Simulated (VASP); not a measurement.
## From VASP inputs to Ansatz: KCl (strained zincblende)

INCAR

```
PREC = Accurate
IBRION = -1
NSW = 0
EDIFF = 1E-7
NELM = 120
ISIF = 2
LASPH = .TRUE.
LREAL = .FALSE.
NBANDS = 15
GGA = PE
LCHARG = .FALSE.
ISMEAR = -1
ENCUT = 520
SIGMA = 0.02
LWAVE = .FALSE.
```

KPOINTS

```
KPOINTS created by Atomic Simulation Environment
0
Gamma
6 6 6
0 0 0
```

KPOINTS_OPT

```
special points
7
Reciprocal
0.0000000000 0.0000000000 0.0000000000 1
-0.5000000000 -0.5000000000 0.0000000000 1
-0.3750000000 -0.3750000000 0.2500000000 1
-0.3750000000 0.0000000000 0.3750000000 1
0.0000000000 0.0000000000 0.5000000000 1
-0.5000000000 -0.2500000000 0.2500000000 1
0.0000000000 0.5000000000 0.5000000000 1
```

POSCAR

```
K  Cl
 1.0000000000000000
     0.0000000000000000    3.5072828303999999    3.4722100021000002
     3.5072828303999999    0.0000000000000000    3.4722100021000002
     3.5072828303999999    3.5072828303999999    0.0000000000000000
 K   Cl
   1   1
Cartesian
  0.0000000000000000  0.0000000000000000  0.0000000000000000
  1.7536414151999999  1.7536414151999999  1.7361050010500001
```

VASP ran with the recommended PBE PAW datasets (16 valence electrons in the cell).

Task: Write an Ansatz input for this cell and level of theory.

Result: 

```yaml
crystal:
  lattice:
    - [0.0, 3.5072828304, 3.4722100021]
    - [3.5072828304, 0.0, 3.4722100021]
    - [3.5072828304, 3.5072828304, 0.0]
  atoms:
    - { symbol: K, position: [0.0, 0.0, 0.0] }
    - { symbol: Cl, position: [0.25, 0.25, 0.25] }
kpoints:
  mp_grid: { grid: [6, 6, 6] }
  band_path:
    path:
      - [0.0, 0.0, 0.0]
      - [-0.5, -0.5, 0.0]
      - [-0.375, -0.375, 0.25]
      - [-0.375, 0.0, 0.375]
      - [0.0, 0.0, 0.5]
      - [-0.5, -0.25, 0.25]
      - [0.0, 0.5, 0.5]
    npoints: 1
hamiltonian:
  xc: pbe
scf:
  occupations: { method: fermi_dirac, width: 0.02 }
  n_extra_bands: 4
output:
  forces: true
  stress: true
  eigenvalues: true
  write_density: true
  write_potential: true
  elf: true
  volumetric_format: npy
```

Other inputs would serve too.

|  | VASP | Ansatz |
| --- | --- | --- |
| gap between bands v and c | 4.79 eV | 4.79 eV |
| least direct gap | 4.83 eV | 4.84 eV |
| pressure | 0.4 GPa | 0.4 GPa |

Each program uses its own PAW datasets. VASP's cell holds 16 valence electrons and Ansatz's 16. Ansatz's stress includes a Pulay correction; VASP's doesn't.
